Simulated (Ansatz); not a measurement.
Input:

CsI (CsCl type, space group No. 221), a = b = c = 4.6664 Å, α = β = γ = 90.00°.

This is the PBE-relaxed structure.

All from the program Ansatz at the PBE level (PAW), unless another level is named. Predict the band gap.

3.69 eV (indirect).

Predict the smallest direct gap on the standard path.

3.78 eV.

And the valence-band maximum?

at M.

Give the conduction-band minimum.

at Γ.

Space group Pm-3m (CsCl type). The PBE relaxation kept the symmetry of its start. Spin–orbit coupling is left out wherever it is not named.

Potentials: the later of the program's two PAW sets.
